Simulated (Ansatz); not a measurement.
# Sb (I4/mmm) in Ansatz: a series of runs

Runs on Sb. Level: PBEsol. Tasks: density of states, elastic constants, single point.

All numbers are computed with Ansatz 0.2.0; they aren't measurements. Logs are shortened: lines on timing, memory, paths and dates and some standing lists are left out, and cuts for length are marked.

### Step 1. Starting point

It takes space group I4/mmm (No. 139, tetragonal). The conventional cell has a = 3.153 Å, b = 3.153 Å, c = 5.424 Å, α = 90.00°, β = 90.00°, γ = 90.00°. Sb (site symmetry 4/mmm) is surrounded by 12 Sb at 3.15 to 3.51 Å.

This isn't the form of Sb at room conditions, which is rhombohedral.

### Step 2. Density of states, PBEsol

Input file input.yaml:

```yaml
crystal:
  lattice:
    - [-1.5765401831, 1.5765401831, 2.7119384313]
    - [1.5765401831, -1.5765401831, 2.7119384313]
    - [1.5765401831, 1.5765401831, -2.7119384313]
  atoms:
    - { symbol: Sb, position: [0.0, 0.0, 0.0] }
kpoints:
  mp_grid: { grid: [12, 12, 12] }
scf:
  occupations: { method: fermi_dirac, width: 0.05 }
hamiltonian:
  xc: pbesol
  pseudopotentials: { kind: all_electron, datasets: crystal }
output:
  forces: true
  stress: true
  eigenvalues: true
  dos: { projected: false, de: 0.1, e_range: [-20, 6] }
  elf: true
  volumetric_format: npy
```

Potentials or basis: all-electron PAW datasets made for the crystal.

Launch:

```sh
$ ansatz run input.yaml --threads 1 --pin off --max-ram 3072MiB --backend cpu --events-out ev --progress --plain --runs-dir out
```

The log of the run:

```text
Warning: RAYON_NUM_THREADS=1 ignored (pool sized by the plan → 1); use --threads N
hamiltonian.pseudopotentials.datasets: crystal makes datasets for this crystal and solves the spheres of its atoms anew in each pass: cutoff 160.0 eV, the density's 640.0 eV; for an error of 0.50 meV an atom under PBE, 0.5 meV for the cell; an energy difference from a run of another recipe may be off by several times the error for the cell, under r2SCAN by more, where some 0.1 meV an atom stays at smaller errors; Sb in spheres of 1.376 Å, 5 of its electrons in bands, 10 on its site; only band paths and densities of states list, in semicore columns, the levels of the semicore shells that are solved separately: 4d of Sb
Engine: ansatz 0.2.0, x86_64-unknown-linux-gnu
Pseudopotentials: kind: all_electron
Pseudopotential: Sb, paw, valence charge 15, recommended cutoff 160 eV (normal), crystal/all_electron/pbesol/scalar/gaussian/Sb, Koelling and Harmon's equation, gaussian nucleus
Functional definition: PBEsol
  exchange = pbesol_x
  correlation = pbesol_c
Crystal: 1 atoms, lattice volume = 26.962 Å³
Basis set: ecut = 160 eV, 129 PW (Γ), exchange–correlation on 30×30×30 points (8 copies of the dense FFT grid, shifted against one another)
Bands: 7, of which v1, the nominal top of the filled ones, is band 3 counted from 1 (2 counted from 0)
Symmetry: 16 space group operations
Space group: I4/mmm (ITA 139), of the structure as read, at distance tolerance 3.0e-5 Å
k-points: 163 of 1728
Non-local potential: Sb, projectors of the file, l = 0: 1, l = 1: 1
PAW form: soft (Blöchl's): semilocal exchange-correlation on the pseudo side does not see the compensation charge
PAW one-centre angular grid: Sb, 110 points (default); XC on its mesh's 1863 points in the sphere
Initial density: superposition of atomic densities (neutral atoms: chi_scale 0, normalization atom)
Initial wavefunctions: pseudopotential atomic-orbital guess
Functional: x = pbesol(κ = 0.804, μ = 0.12345679012345678), c = pbesol(β = 0.046)
iter 1 solved again at ethr=8.80e-4 eV; its pass at ethr=1.00e-1 eV (dr2=4.40e-2 eV) is discarded
SCF iter   1: F=—  HF=-176291.578011 eV  |F-HF|=—  |Δ(HF+E_count)|=         —  Δρ=1.01e-2  dr2=2.99e-2  ethr=8.80e-4  ⟨swp⟩=5.7  Hψ=9056  notcnv=0
preconditioner: auto → none  [metal: Δε(μ)=0.090 eV  Ē_g=12.492 eV  σ=0.050 eV  W_gap=0.41  n_scr=0 (ndim 8)  ℏωp=16.0 eV  f_vac=0.000  D(μ)=0.65/eV (n_scr^D=0)]
SCF iter   2: F=—  HF=-176291.566695 eV  |F-HF|=—  |Δ(HF+E_count)|=   1.13e-2  Δρ=4.41e-3  dr2=5.14e-3  ethr=5.98e-4  ⟨swp⟩=3.3  Hψ=2652  notcnv=0  defer=33
iter 3 solved again at ethr=2.71e-7 eV; its pass at ethr=1.03e-4 eV (dr2=1.36e-5 eV) is discarded
SCF iter   3: F=—  HF=-176291.564048 eV  |F-HF|=—  |Δ(HF+E_count)|=   2.65e-3  Δρ=2.92e-4  dr2=1.33e-5  ethr=2.71e-7  ⟨swp⟩=3.1  Hψ=5183  notcnv=0  defer=9
SCF iter   4: F=—  HF=-176291.563948 eV  |F-HF|=—  |Δ(HF+E_count)|=   1.00e-4  Δρ=1.33e-4  dr2=3.90e-6  ethr=2.65e-7  ⟨swp⟩=2.1  Hψ=1610  notcnv=0  defer=8
SCF iter   5: F=—  HF=-176291.563931 eV  |F-HF|=—  |Δ(HF+E_count)|=   1.69e-5  Δρ=1.07e-5  dr2=4.33e-8  ethr=7.81e-8  ⟨swp⟩=3.0  Hψ=1805  notcnv=0  defer=4
SCF iter   6: F=-176291.563931 eV  HF=-176291.563931 eV  |F-HF|=1.72e-9  |Δ(HF+E_count)|=   8.94e-8  Δρ=1.50e-6  dr2=7.40e-10  ethr=8.67e-10  ⟨swp⟩=2.4  Hψ=1655  notcnv=0  defer=4
SCF 1 converged in 6 iterations: F = -176291.563931 eV  dr2 = 7.40e-10
  Residual-converged pass: ⟨swp⟩=2.9  Hψ=1890  notcnv=0  max |occ|·‖R‖ = 3.7e-6 eV (tolerance 3.7e-6 eV)  dr2=7.91e-10  dr2_onsite=3.97e-9  max |Δocc| = 9.7e-10
SCF converged after 6 iterations
Free energy (F): -176291.563931 eV
Harris-Foulkes:  -176291.563931 eV  (|F-HF|=1.72e-9)
Internal energy: -176291.558411 eV  (E = F + TS)
E sigma→0 (E₀):  -176291.561171 eV
Entropy (-TS):   -0.005520 eV (-5.520 meV/atom)
Past the cutoff: the bands carry plane waves up to 1.75 times it, of which those up to 1.5 times it add -0.000062 eV an atom, each by itself; the spheres take 0.000099 eV an atom off the energy for waves past 1.75 times it
By the cutoff:   a pressure is off by up to 0.005 GPa (1.2 times the spheres' own share and the shells' term, over an atom's volume, and 0.004 GPa: a bound that held against runs at twice the plane waves)
Past the cutoffs: a stress includes 0.0038 GPa for waves and charges beyond them, in addition to the slope of what the spheres take
In the spheres:  the bands' charges fall short by 4.4e-7 e at most (sound up to 1e-3), those of shells solved beside the bands by 6.8e-7 e (sound up to 5e-4)
Fermi energy:    14.459469 eV
--- Per-component energies (eV) ---
  E_band       = 45.535207
  E_kinetic    = 53.362050
  E_local      = -1020.817206  (includes V_loc(G=0)·N_el)
  E_nonlocal   = 7.759073
  E_hartree    = 497.799353
  E_xc         = -84.428434
  E_vxc        = -87.707262  (∫ρ·V_xc dr)
  E_paw        = -178303.354547  (= ΣΔE_a)
  E_vpaw       = -4018.866333  (= ΣTr[D̂ρ^β])
  E_ewald      = -1558.084815
  E_smearing   = -0.005520  (= −TS)
  E_closure    = 4116.206116  (closes the sum)
  Σ components = -176291.563931   (vs F -176291.563931, Δ=0.00e0)
  The terms above E_closure are by the made datasets' own strengths, without shells solved beside the bands.
--- Forces (eV/Å), atoms counted from 1 ---
  atom   1  Sb    -0.00000000     0.00000000     0.00000000
  max |Σ_I F_I| component: 9.86e-32 eV/Å
--- Stress (GPa, compression-positive) ---
       -1.066683       0.000000       0.000000
        0.000000      -1.066683      -0.000000
       -0.000000      -0.000000      -1.642929
  P = ⅓ Tr σ = -1.2588 GPa (-12.588 kbar)
  It holds what live shells' own plane waves past their cutoff add
--- Band table (eV; the first three rows and the last of 163) ---
  k-point 0: bands = ["1.5004", "19.0948", "19.8804", "19.8804", "24.4113"]
  k-point 1: bands = ["1.7101", "18.7183", "18.8479", "19.0796", "23.3675"]
  k-point 2: bands = ["2.3373", "17.1279", "17.4757", "17.7842", "21.7469"]
  k-point 162: bands = ["5.1825", "8.7885", "16.5691", "16.5691", "20.4959"]
```

Wall time 4.5 s (1 thread of AMD EPYC 7R13 (Zen 3), shared host); peak memory 0.4 GiB.

Results:

| Quantity | Value |
| --- | --- |
| Free energy | -176291.5639 eV |
| Pressure | -1.3 GPa |
| Band gap on the k mesh | none (metal or under the smearing width) |

States per cell in windows of 1 eV (zero at the Fermi level; states under -8 eV left out):
| from (eV) | total |
| --- | --- |
| -8.0 | 0.25 |
| -7.0 | 0.05 |
| -6.0 | 0.11 |
| -5.0 | 0.49 |
| -4.0 | 0.66 |
| -3.0 | 0.51 |
| -2.0 | 0.58 |
| -1.0 | 0.60 |
| 0.0 | 0.78 |
| 1.0 | 0.78 |
| 2.0 | 0.59 |
| 3.0 | 0.44 |
| 4.0 | 0.44 |
| 5.0 | 0.42 |

Caveat: the program warned that the printed levels may be off, so bands, gaps and densities of states are rough.

### Step 3. Elastic constants, PBEsol

Input file input.yaml:

```yaml
crystal:
  lattice:
    - [-1.5765401831, 1.5765401831, 2.7119384313]
    - [1.5765401831, -1.5765401831, 2.7119384313]
    - [1.5765401831, 1.5765401831, -2.7119384313]
  atoms:
    - { symbol: Sb, position: [0.0, 0.0, 0.0] }
kpoints:
  mp_grid: { grid: [9, 9, 9] }
scf:
  occupations: { method: fermi_dirac, width: 0.05 }
hamiltonian:
  xc: pbesol
  pseudopotentials: { kind: all_electron, lapw: { basis_error: 0.001 } }
output:
  forces: true
  stress: true
elastic:
  mode: clamped_ion
  stencil: two_point
```

Potentials or basis: all-electron LAPW, scalar-relativistic.

Launch:

```sh
$ ansatz run input.yaml --threads 1 --pin off --max-ram 3072MiB --backend cpu --events-out ev --progress --plain --runs-dir out
```

It took 53 s on 1 thread of AMD EPYC 7R13 (Zen 3), shared host; peak memory 0.39 GiB.

It converged, with:

```
Free energy            : -176291.5753 eV
Pressure               : -1.1 GPa
Band gap on the k mesh : none (metal or under the smearing width)
Voigt bulk modulus     : 62 GPa
```

Stress tensor (GPa, compression positive):
```
-1.44  0.00  0.00
 0.00 -1.44  0.00
 0.00  0.00 -0.55
```

Levels at points of the mesh, in eV from the Fermi level:
```
           k point  band 9  band 10  band 11  band 12  band 13  band 14
(0.00, 0.00, 0.00)  -29.16   -12.97     4.63     5.41     5.41     9.93
```

Elastic tensor in Voigt notation (GPa, in the Cartesian axes of the cell as first typed):
```
134  17  47   0   0   0
 17 134  47   0   0   0
 47  47  68   0   0   0
  0   0   0  -8   0   0
  0   0   0   0  -8   0
  0   0   0   0   0 -12
```

Caveat: the k mesh is thin for a metal, which can move the energy by tens of meV per atom; a metal's response needs a denser mesh; the elastic tensor has a negative eigenvalue, so either the cell is unstable as it stands or the mesh is too thin.

[end of part 1 of 2]
